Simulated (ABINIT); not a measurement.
## ZrB2 in ABINIT: the effect of functional

ZrB2:

```xyz
3
Lattice="3.1700 0.0000 0.0000 -1.5850 2.7453 0.0000 0.0000 0.0000 3.5330" Properties=species:S:1:pos:R:3 pbc="T T T"
Zr    0.0000    0.0000    0.0000
B     1.5850    0.9151    1.7665
B     0.0000    1.8302    1.7665
```

Alike in all runs:

* Program: ABINIT 10.8.3 (patched build)
* Task: single point
* Potentials or basis: JTH PAW PBE v2.0
* Cutoff: 544 eV
* k mesh: 10 × 10 × 8
* Occupations: fermi-dirac, width 0.05 eV
* Spin: no spin polarisation

Q: One run gave: pressure -3.6 GPa. Which functional did it use?
A. RPBE
B. PBEsol
C. WC
D. r2SCAN
E. LDA

A: C.

| functional | pressure (GPa) |
| --- | --- |
| PBE | 0.5 |
| LDA | -8.7 |
| PBEsol | -4.2 |
| RPBE | 4.0 |
| BLYP | 7.0 |
| AM05 | -5.0 |
| r2SCAN | 0.4 |
| SCAN | -0.9 |
| revPBE | 3.1 |
| PW91 | 0.5 |
| WC | -3.6 |

Caveats: the PAW data sets were made with another functional, which shifts forces and pressure a little (some runs).
